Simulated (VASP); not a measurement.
# MgO: molecular dynamics with a thermostat

MgO, P-6m2 (no. 187), 8 atoms in the cell. PBE, molecular dynamics; PAW potentials Mg, O (PBE set).

Ensemble: Nose-Hoover chain; Target temperature (K): 600.

## Input

INCAR:
```
GGA      = PE             # functional
PREC     = Normal         # precision mode
ENCUT    = 400            # plane-wave cutoff, eV
EDIFF    = 1E-6           # SCF threshold, eV
NELMIN   = 4            
NELM     = 60             # most SCF steps
ALGO     = Normal         # electronic algorithm
LREAL    = Auto         
LASPH    = True           # aspherical terms in the spheres
ISMEAR   = 0              # smearing method
SIGMA    = 0.05           # smearing width, eV
ISYM     = 0            
LWAVE    = False          # write WAVECAR
LCHARG   = False          # write CHGCAR
IBRION   = 0              # ionic algorithm
NSW      = 60             # ionic steps
POTIM    = 1.0            # step
TEBEG    = 600          
ISIF     = 2              # what is computed and relaxed
RANDOM_SEED= 455929 0 0   
MDALGO   = 4            
NHC_NCHAINS= 3            
NHC_PERIOD= 30           
KPAR     = 2             
```

KPOINTS:
```
k-points
0
Gamma
  3 2 2
```

POSCAR:
```
MgO
1.0
    2.9380209034      0.0000000000      0.0000000000
    0.0000000000      5.0888014784      0.0000000000
    0.0000000000      0.0000000000      5.3593600000
Mg O
4 4
Direct
    0.0000000000      0.0000000000      0.0000000000
    0.0000000000      0.0000000000      0.5000000000
    0.5000000000      0.5000000000      0.0000000000
    0.5000000000      0.5000000000      0.5000000000
    0.0000000000      0.3333333334      0.2500000000
    0.0000000000      0.3333333334      0.7500000000
    0.4999999999      0.8333333334      0.2500000000
    0.4999999999      0.8333333334      0.7500000000
```

Commands:
```
cat potpaw_PBE.64/Mg/POTCAR potpaw_PBE.64/O/POTCAR > POTCAR
mpirun -np 2 vasp_std > vasp.out
```

## Result

- Mean temperature (K): 509
- Standard error of the mean temperature (K): 59
- Relative fluctuation of the kinetic energy: 0.251
- Canonical value of that fluctuation: 0.309
- Rise of the mean potential energy above the start (meV/atom): 29.3
- Electronic steps per ionic step after the first: 4.1

Course of the run:

| Time (fs) | Temperature (K) | Potential energy less the first (meV/atom) |
|---|---|---|
| 1 | 600 | 0.0 |
| 6 | 556 | 5.0 |
| 10 | 472 | 14.7 |
| 15 | 357 | 28.4 |
| 19 | 303 | 35.7 |
| 24 | 314 | 36.7 |
| 28 | 374 | 33.0 |
| 33 | 472 | 28.0 |
| 37 | 546 | 26.6 |
| 42 | 613 | 28.9 |
| 46 | 638 | 33.9 |
| 51 | 637 | 42.3 |
| 55 | 639 | 47.2 |
| 60 | 700 | 45.1 |

REPORT:
```
MDALGO =   4
           NHC_NCHAINS =   3
            NHC_PERIOD =    30
            NHC_NRESPA =    1
                NHC_NS =  1
               SCALING =       0
                 CNEXP =     9.000   14.000
           RANDOM_SEED =            455929                0                0

   original number of atomic DOF:         21
   number of independent constraints:      0
   number of active DOF:                  21

========================================
         MD step No.       1
========================================

  Atomic velocities initialized by STEP_tb

  >Nose-Hoover_chains
                       xs       vs(fs^-1)
   nhc_s>   0.48865223E-08   0.19544053E-07
   nhc_s>  -0.13889371E-03  -0.55559414E-03
   nhc_s>  -0.13888889E-03  -0.55547839E-03

  >Energies
                    E_tot             E_pot             E_kin               EPS                ES
   e_b>   -0.44329273E+02   -0.44872187E+02    0.54291439E+00    0.14361312E-04   -0.14357253E-04

  >Temperature
               T_sim     T_inst
   tmprt>    600.000    600.021

           RANDOM_SEED =            455929               48                0

[... steps left out ...]

========================================
         MD step No.      60
========================================

  >Nose-Hoover_chains
                       xs       vs(fs^-1)
   nhc_s>  -0.47674989E+00  -0.50982321E-02
   nhc_s>   0.40186358E+00   0.64747321E-01
   nhc_s>  -0.12765749E+01  -0.90249989E-02

  >Energies
                    E_tot             E_pot             E_kin               EPS                ES
   e_b>   -0.44328662E+02   -0.44511058E+02    0.63313818E+00    0.11213497E+00   -0.56287690E+00

  >Temperature
               T_sim     T_inst
   tmprt>    600.000    699.735

           RANDOM_SEED =            455929               48                0
```

OSZICAR:
```
N       E                     dE             d eps       ncg     rms          rms(c)
DAV:   1     0.133061583860E+03    0.13306E+03   -0.14094E+04   352   0.112E+03
DAV:   2    -0.431441333463E+02   -0.17621E+03   -0.16928E+03   481   0.254E+02
DAV:   3    -0.518027986025E+02   -0.86587E+01   -0.86240E+01   391   0.605E+01
DAV:   4    -0.518586895182E+02   -0.55891E-01   -0.55875E-01   371   0.555E+00
DAV:   5    -0.518592136352E+02   -0.52412E-03   -0.52407E-03   396   0.508E-01    0.145E+01
DAV:   6    -0.450696658574E+02    0.67895E+01   -0.30449E+01   366   0.338E+01    0.483E+00
DAV:   7    -0.449439126237E+02    0.12575E+00   -0.31587E-01   346   0.457E+00    0.286E+00
DAV:   8    -0.448731043229E+02    0.70808E-01   -0.13751E-01   356   0.404E+00    0.412E-01
DAV:   9    -0.448719139913E+02    0.11903E-02   -0.18637E-02   381   0.881E-01    0.153E-01
DAV:  10    -0.448721828639E+02   -0.26887E-03   -0.11295E-03   356   0.273E-01    0.263E-02
DAV:  11    -0.448721864658E+02   -0.36020E-05   -0.65800E-05   386   0.558E-02    0.471E-03
DAV:  12    -0.448721874529E+02   -0.98710E-06   -0.11835E-06   263   0.982E-03
[... left out ...]
     58 T=   665. E= -.44325052E+02 F= -.44493285E+02 E0= -.44493285E+02  EK= 0.60515E+00 SP= -.56E+00 SK= 0.12E+00
     59 T=   680. E= -.44325286E+02 F= -.44500234E+02 E0= -.44500234E+02  EK= 0.61900E+00 SP= -.56E+00 SK= 0.12E+00
[... last step whole ...]
       N       E                     dE             d eps       ncg     rms          rms(c)
DAV:   1    -0.445110375042E+02   -0.10804E-01   -0.75202E-05   402   0.210E+00    0.458E-03
DAV:   2    -0.445110588374E+02   -0.21333E-04   -0.21324E-04   346   0.121E-01    0.494E-03
DAV:   3    -0.445110586177E+02    0.21967E-06   -0.72188E-07   304   0.681E-03    0.391E-03
DAV:   4    -0.445110583395E+02    0.27828E-06   -0.52219E-07   203   0.733E-03
     60 T=   700. E= -.44325507E+02 F= -.44511058E+02 E0= -.44511058E+02  EK= 0.63629E+00 SP= -.56E+00 SK= 0.11E+00
```

Limits: 60 fs of 8 atoms are too short for converged averages; the cell is only 2.9 Å across, so each atom moves in step with near copies of itself.

VASP 6.6.1 took 116 s on 2 cores (Intel Xeon Platinum 8488C (Sapphire Rapids)), a shared host.
